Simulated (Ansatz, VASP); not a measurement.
## Al: VASP beside Ansatz

```
Al
1.0
     2.86348    0.00000    0.00000
    -1.43174    2.47985    0.00000
     0.00000    0.00000    9.35213
Al
4
Direct
  0.00000 0.00000 0.00000
  0.00000 0.00000 0.50000
  0.33333 0.66667 0.25000
  0.66667 0.33333 0.75000
```

The cell was built by a generator and needn't be a form met in nature.

Alike in both runs: task relaxation of cell and atoms; functional revPBE; k mesh 13 × 13 × 4; occupations fermi-dirac, width 0.1 eV; no spin polarisation.

|  | VASP | Ansatz |
| --- | --- | --- |
| version | VASP 6.6.1 | Ansatz 0.2.0 |
| potentials or method | VASP PAW PBE potentials, release 64 (Al) | plane waves (420 eV) with PAW, scalar-relativistic |
| plane-wave cutoff (eV) | 600 | 420 |
| valence electrons in the cell | 12 | 12 |

```csv
,VASP,Ansatz,Ansatz less VASP
relaxed volume (Å³/atom),16.76,16.80,+0.035
relaxed cell length with the largest relative difference (Å),9.477,9.489,+0.0125
```

Caveats: the PAW data sets were made with another functional, which shifts forces and pressure a little (VASP).
